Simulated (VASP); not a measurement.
# PbS in VASP: electric field gradients with PBE

Aim: the electric field gradients of PbS with PBE.

Everything below comes from runs of VASP 6.6.1. Logs are shortened: lines on timing, memory, paths and dates and some standing lists are left out, and cuts for length are marked.

### 1 The structure

The cell holds a slab with vacuum, 4 atoms: a = 4.130 Å, b = 4.130 Å, c = 11.759 Å, α = 93.75°, β = 93.75°, γ = 89.21°.

### 2 Electric field gradients, PBE

INCAR

```
SYSTEM = PbS
  PREC = Accurate
  ENCUT = 520
  EDIFF = 1E-8
  ISMEAR = -1
  SIGMA = 0.02
  LREAL = .False.
  LASPH = .True.
  NELM = 100
  ALGO = Fast
  ISIF = 2
  LWAVE = .False.
  LCHARG = .False.
  GGA = PE
  LEFG = .True.
  NBANDS = 28
```

KPOINTS

```
regular mesh
0
Gamma
  7 7 3
  0 0 0
```

POSCAR

```
PbS
1.0
    2.9405000000     -2.9000000000      0.0000000000
    2.9405000000      2.9000000000      0.0000000000
   -1.0800500000      0.0000000000     11.7092900000
Pb S
2 2
Direct
    0.7756000000      0.7756000000      0.6363800000
    0.2244000000      0.2244000000      0.3636200000
    0.2684000000      0.2684000000      0.5986000000
    0.7316000000      0.7316000000      0.4014000000
```

Potentials or basis: VASP PAW PBE potentials, release 64 (Pb_d, S).

Command:

```sh
$ cat potpaw_PBE.64/Pb_d/POTCAR potpaw_PBE.64/S/POTCAR > POTCAR
$ mpirun -np 1 vasp_std > vasp.out
```

OUTCAR:

```text
SYSTEM = PbS
   PREC = Accurate
   ENCUT = 520
   EDIFF = 1E-8
   ISMEAR = -1
   LREAL = .False.
   LASPH = .True.
   NELM = 100
   ISIF = 2
   GGA = PE

 ion  position               nearest neighbor table
   1  0.776  0.776  0.636-   4 2.75   3 2.93   3 2.93   3 2.97   3 2.98
   2  0.224  0.224  0.364-   3 2.75   4 2.93   4 2.93   4 2.97   4 2.98
   3  0.268  0.268  0.599-   2 2.75   1 2.93   1 2.93   1 2.97   1 2.98
   4  0.732  0.732  0.401-   1 2.75   2 2.93   2 2.93   2 2.97   2 2.98

  LATTYP: Found a base centered monoclinic cell.
 ALAT       =     5.8810000000
 B/A-ratio  =     0.9862268322
 C/A-ratio  =     1.9994891546
 COS(beta)  =    -0.0918488301

  Lattice vectors:

 A1 = (   2.9405000000,  -2.9000000000,   0.0000000000)
 A2 = (   2.9405000000,   2.9000000000,   0.0000000000)
 A3 = (  -1.0800500000,   0.0000000000,  11.7092900000)

Analysis of symmetry for initial positions (statically):
=====================================================================
 Subroutine PRICEL returns:
 Original cell was already a primitive cell.

 Routine SETGRP: Setting up the symmetry group for a
 base centered monoclinic supercell.

 Subroutine GETGRP returns: Found  4 space group operations
 (whereof  4 operations were pure point group operations)
 out of a pool of  4 trial point group operations.

The static configuration has the point symmetry C_2h.

Analysis of symmetry for dynamics (positions and initial velocities):
=====================================================================
 Subroutine PRICEL returns:
 Original cell was already a primitive cell.

 Routine SETGRP: Setting up the symmetry group for a
 base centered monoclinic supercell.

 Subroutine GETGRP returns: Found  4 space group operations
 (whereof  4 operations were pure point group operations)
 out of a pool of  4 trial point group operations.

The dynamic configuration has the point symmetry C_2h.

 Subroutine INISYM returns: Found  4 space group operations
 (whereof  4 operations are pure point group operations),
 and found     1 'primitive' translations

----------------------------------------------------------------------------------------

                                     Primitive cell

  volume of cell :     199.7008

  direct lattice vectors                    reciprocal lattice vectors
     2.940500000 -2.900000000  0.000000000     0.170039109 -0.172413793  0.015684191
     2.940500000  2.900000000  0.000000000     0.170039109  0.172413793  0.015684191
    -1.080050000  0.000000000 11.709290000     0.000000000  0.000000000  0.085402275

  length of vectors
     4.129956447  4.129956447 11.758995718     0.242663983  0.242663983  0.085402275

  position of ions in fractional coordinates (direct lattice)
     0.775600000  0.775600000  0.636380000
     0.224400000  0.224400000  0.363620000
     0.268400000  0.268400000  0.598600000
     0.731600000  0.731600000  0.401400000

  ion indices of the primitive-cell ions
   primitive index   ion index
                 1           1
                 2           2
                 3           3
                 4           4

----------------------------------------------------------------------------------------

 KPOINTS: regular mesh

Automatic generation of k-mesh.
 Grid dimensions read from file:
 generate k-points for:    7    7    3

 Generating k-lattice:

  Cartesian coordinates                     Fractional coordinates (reciprocal lattice)
     0.024291301 -0.024630542  0.002240599     0.142857143  0.000000000 -0.000000000
     0.024291301  0.024630542  0.002240599     0.000000000  0.142857143 -0.000000000
     0.000000000  0.000000000  0.028467425     0.000000000  0.000000000  0.333333333

  Length of vectors
     0.034666283  0.034666283  0.028467425

  Shift w.r.t. Gamma in fractional coordinates (k-lattice)
     0.000000000  0.000000000  0.000000000

 Subroutine IBZKPT returns following result:
 ===========================================

 Found     44 irreducible k-points:

 Following reciprocal coordinates:
            Coordinates               Weight
  0.000000  0.000000  0.000000      1.000000
  0.142857  0.000000  0.000000      4.000000
  0.285714  0.000000  0.000000      4.000000
  0.428571  0.000000  0.000000      4.000000
  0.142857  0.142857 -0.000000      2.000000
  0.285714  0.142857 -0.000000      4.000000
[... 16 lines left out ...]
 -0.142857 -0.000000  0.333333      4.000000
  0.142857  0.142857  0.333333      2.000000
 [... further k-points ...]
   k-points           NKPTS =     44   k-points in BZ     NKDIM =     44   number of bands    NBANDS=     28
   number of dos      NEDOS =    301   number of ions     NIONS =      4
   total plane-waves  NPLWV =  92160
   dimension x,y,z NGX =    32 NGY =   32 NGZ =   90
   dimension x,y,z NGXF=    64 NGYF=   64 NGZF=  180
   ions per type =               2   2
   NGX,Y,Z   is equivalent  to a cutoff of  12.88, 12.88, 12.72 a.u.
   NGXF,Y,Z  is equivalent  to a cutoff of  25.76, 25.76, 25.45 a.u.
 SYSTEM =  PbS
   PREC   = accura    normal or accurate (medium, high low for compatibility)
   ISTART =      0    job   : 0-new  1-cont  2-samecut
   ICHARG =      2    charge: 1-file 2-atom 10-const
   ISPIN  =      1    spin polarized calculation?
   LNONCOLLINEAR =      F non collinear calculations
   LSORBIT =      F    spin-orbit coupling
   LASPH  =      T    aspherical Exc in radial PAW
   ENCUT  =  520.0 eV  38.22 Ry    6.18 a.u.   7.68  7.68 21.86*2*pi/ulx,y,z
   NELM   =    100;   NELMIN=  2; NELMDL= -5     # of ELM steps
   EDIFF  = 0.1E-07   stopping-criterion for ELM
   LREAL  =      F    real-space projection
   EDIFFG = 0.1E-06   stopping-criterion for IOM
   NSW    =      0    number of steps for IOM
   IBRION =     -1    ionic relax: 0-MD 1-quasi-New 2-CG
   NFREE  =      0    steps in history (QN), initial steepest desc. (CG)
   ISIF   =      2    stress and relaxation
   ISYM   =      2    0-nonsym 1-usesym 2-fastsym
   POTIM  = 0.5000    time-step for ionic-motion
   TEBEG  =    0.0;   TEEND  =   0.0 temperature during run
   PSTRESS=    0.0 pullay stress
   NELECT =      40.0000    total number of electrons
   NUPDOWN=      -1.0000    fix difference up-down
   EMIN   =  10.00;   EMAX   =-10.00  energy-range for DOS
   EFERMI =   0.00;   METHOD = LEGACY
   ISMEAR =    -1;   SIGMA  =   0.02  broadening in eV -4-tet -1-fermi 0-gaus
   EFERMI_NEDOS =   21; number of points for ismear=-14 and -15
   IALGO  =     68    algorithm
   IMIX   =      4    mixing-type and parameters
     AMIX     =   0.40;   BMIX     =  1.00
     AMIX_MAG =   1.60;   BMIX_MAG =  1.00
  volume/ion in A,a.u.               =      49.93       336.91
  Fermi-wavevector in a.u.,A,eV,Ry     =   0.957859  1.810091 12.483262  0.917494
  Thomas-Fermi vector in A             =   2.086915
   LORBIT       =      0    0 simple, 1 ext, 2 COOP (PROOUT), +10 PAW based schemes
   GGA     = PE    functional components
   LHFCALC =     F    Hartree Fock is set to
   AEXX    =    0.0000 exact exchange contribution
   IVDW    =     0    specifies the selected vdW correction
   LEPSILON=     F    determine dielectric tensor
   LRPA    =     F    only Hartree local field effects (RPA)
 non-spin polarized calculation
 RMM-DIIS sequential band-by-band and
  energy-cutoff  :      520.00
  volume of cell :      199.70
 maximum number of plane-waves:      5399
   NGX = 15   NGY = 15   NGZ = 43

 number of electron      40.0000009 magnetization

 Free energy of the ion-electron system (eV)
  ---------------------------------------------------
  ext. energy  EPLUGINS =         0.00000000
  ---------------------------------------------------
  free energy    TOTEN  =       -17.18337497 eV

  energy without entropy =      -17.18337497  energy(sigma->0) =      -17.18337497

 E-fermi :   1.1503     XC(G=0):  -5.9139

 val. band max:        0.7099345167   @ k =   0.0000   0.0000   0.0000
 cond. band min:       1.9788297387   @ k =   0.0000   0.0000   0.3333
 fundamental gap:      1.2688952221
 Fermi energy:         1.1503224390

 k-point     1 :       0.0000    0.0000    0.0000
  band No.  band energies     occupation
      1     -15.6243      2.00000
      2     -15.5447      2.00000
      3     -15.5384      2.00000
      4     -15.5360      2.00000
      5     -15.5042      2.00000
      6     -15.4992      2.00000
[... 20 lines left out ...]
     27       7.0343      0.00000
     28       7.3623      0.00000

 k-point     2 :       0.1429    0.0000    0.0000
  band No.  band energies     occupation
      1     -15.6142      2.00000
      2     -15.5384      2.00000
      3     -15.5370      2.00000
      4     -15.5265      2.00000
      5     -15.5052      2.00000
      6     -15.5006      2.00000
[... 20 lines left out ...]
     27       6.5700      0.00000
     28       6.8964      0.00000

 k-point     3 :       0.2857    0.0000    0.0000
  band No.  band energies     occupation
      1     -15.5917      2.00000
      2     -15.5420      2.00000
      3     -15.5212      2.00000
      4     -15.5111      2.00000
      5     -15.5109      2.00000
      6     -15.5082      2.00000
[... 20 lines left out ...]
     27       6.1063      0.00000
     28       7.3078      0.00000

 k-point     4 :       0.4286    0.0000    0.0000
  band No.  band energies     occupation
      1     -15.5694      2.00000
      2     -15.5523      2.00000
      3     -15.5209      2.00000
      4     -15.5207      2.00000
      5     -15.5149      2.00000
      6     -15.5101      2.00000
[... 578 lines left out ...]
     27       5.9234      0.00000
     28       7.0650      0.00000

 k-point    23 :      -0.1429   -0.0000    0.3333
  band No.  band energies     occupation
      1     -15.6141      2.00000
      2     -15.5384      2.00000
      3     -15.5370      2.00000
      4     -15.5265      2.00000
      5     -15.5052      2.00000
      6     -15.5006      2.00000
[... 20 lines left out ...]
     27       6.5707      0.00000
     28       6.9934      0.00000

 k-point    24 :       0.1429    0.1429    0.3333
  band No.  band energies     occupation
      1     -15.6068      2.00000
      2     -15.5348      2.00000
      3     -15.5295      2.00000
      4     -15.5216      2.00000
      5     -15.5061      2.00000
      6     -15.5056      2.00000
[... 20 lines left out ...]
     27       5.9679      0.00000
     28       7.4089      0.00000

 [... further k-points ...]

------------------------ aborting loop because EDIFF is reached ----------------------------------------

  FORCE on cell =-STRESS in cart. coord.  units (eV):
  Direction    XX          YY          ZZ          XY          YZ          ZX
  --------------------------------------------------------------------------------------
  -------------------------------------------------------------------------------------
  Total        0.6299161      1.7435263     -1.5102512      0.0000000      0.0000000     -0.0125706
  in kB        5.0537475     13.9881199    -12.1165792      0.0000000      0.0000000     -0.1008524
  external PRESSURE =       2.3084294 kB  Pullay stress =       0.0000000 kB

 VOLUME and BASIS-vectors are now :
 -----------------------------------------------------------------------------
  energy-cutoff  :      520.00
  volume of cell :      199.70
      direct lattice vectors                 reciprocal lattice vectors
     2.940500000 -2.900000000  0.000000000     0.170039109 -0.172413793  0.015684191
     2.940500000  2.900000000  0.000000000     0.170039109  0.172413793  0.015684191
    -1.080050000  0.000000000 11.709290000     0.000000000  0.000000000  0.085402275

 POSITION                                       TOTAL-FORCE (eV/Angst)
 -----------------------------------------------------------------------------------
      3.87398      0.00000      7.45156        -0.001657      0.000000     -0.410683
      0.92697      0.00000      4.25773         0.001657      0.000000      0.410683
      0.93194      0.00000      7.00918        -0.003676      0.000000     -0.065672
      3.86901      0.00000      4.70011         0.003676      0.000000      0.065672
 -----------------------------------------------------------------------------------
    total drift:                                0.000000      0.000000      0.000000

  FREE ENERGIE OF THE ION-ELECTRON SYSTEM (eV)
  ---------------------------------------------------
  free  energy   TOTEN  =       -17.1833749662 eV

  energy  without entropy=      -17.1833749662  energy(sigma->0) =      -17.18337497

 Electric field gradients (V/A^2)
---------------------------------------------------------------------
 ion       V_xx      V_yy      V_zz      V_xy      V_xz      V_yz
---------------------------------------------------------------------
   1      95.446    38.430  -133.876    -0.000     0.414     0.000
   2      95.446    38.430  -133.876    -0.000     0.414     0.000
   3       0.340    -1.486     1.145    -0.000     0.231    -0.000
   4       0.340    -1.486     1.145     0.000     0.231    -0.000
---------------------------------------------------------------------

 Electric field gradients after diagonalization (V/A^2)
 (convention: |V_zz| > |V_xx| > |V_yy|)
----------------------------------------------------------------------
 ion       V_xx      V_yy      V_zz     asymmetry (V_yy - V_xx)/ V_zz
----------------------------------------------------------------------
   1      95.446    38.430  -133.877       0.426
   2      95.446    38.430  -133.877       0.426
   3       1.207     0.279    -1.486       0.625
   4       1.207     0.279    -1.486       0.625
----------------------------------------------------------------------

           NMR quadrupolar parameters

 Cq : quadrupolar parameter    Cq=e*Q*V_zz/h
 eta: asymmetry parameters     (V_yy - V_xx)/ V_zz
 Q  : nuclear electric quadrupole moment in mb (millibarn)
----------------------------------------------------------------------
 ion       Cq(MHz)       eta       Q (mb)
----------------------------------------------------------------------
   1      -0.324       0.426       1.000
   2      -0.324       0.426       1.000
   3      -0.004       0.625       1.000
   4      -0.004       0.625       1.000
----------------------------------------------------------------------
```

Run time: 5.4 min. Hardware: 1 thread of Intel Xeon Platinum 8488C (Sapphire Rapids), shared host; peak memory 0.41 GiB.

Results:

```
Free energy            : -17.1834 eV
Largest force          : 0.411 eV/Å
Band gap on the k mesh : 1.27 eV, direct
```

Forces in eV/Å, atoms in the order of the input:
```
Pb  -0.002  0.000 -0.411
Pb   0.002  0.000  0.411
S   -0.004  0.000 -0.066
S    0.004  0.000  0.066
```

Electric field gradients, principal values (V/Å²):
| atom | Vxx | Vyy | Vzz |
| --- | --- | --- | --- |
| 1 Pb | 38.430 | 95.446 | -133.877 |
| 2 Pb | 38.430 | 95.446 | -133.877 |
| 3 S | 0.279 | 1.207 | -1.486 |
| 4 S | 0.279 | 1.207 | -1.486 |

Caveat: spin-orbit coupling is left out, which as a rule narrows the gap of such compounds by several tenths of an eV.
